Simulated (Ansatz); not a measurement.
A run of Ansatz 0.2.0:

File input.yaml:

```yaml
crystal:
  lattice:
    - [3.6219207888, 0.0, 0.0]
    - [-1.8109603944, 3.1366754136, 0.0]
    - [0.0, 0.0, 4.9232446383]
  atoms:
    - { symbol: Pt, position: [0.0, 0.0, 0.0] }
    - { symbol: Se, position: [0.6666666667, 0.3333333333, 0.75] }
    - { symbol: Se, position: [0.3333333333, 0.6666666667, 0.25] }
kpoints:
  mp_grid: { grid: [6, 6, 4] }
scf:
  occupations: { method: fermi_dirac, width: 0.01 }
hamiltonian:
  xc: blyp
  dispersion: d4
  pseudopotentials: { kind: all_electron, lapw: { basis_error: 0.002 } }
magnetization:
  noncollinear: true
  spin_orbit: true
output:
  eigenvalues: true
  optics:
    e_range: [0, 8]
    de: 0.1
    sigma: 0.15
    nscf_kmesh: { grid: [6, 6, 4] }
    bands: { spectra_wanted_up_to: 8 }
```

Potentials or basis: all-electron LAPW, relativistic spinors.

The run is started by

```sh
$ ansatz run input.yaml --threads 2 --pin off --max-ram 6144MiB --backend cpu --events-out ev --progress --plain --runs-dir out
```

Hardware: 2 threads of Arm Neoverse V2 (shared host).

**Question.** How long does it take, and how much memory?

**Answer.** It took 3.7 min on 2 threads of Arm Neoverse V2, with other jobs on the host, peak memory 0.84 GiB. Counts: scf iterations 16, plane waves 687, k points 24, bands 108.
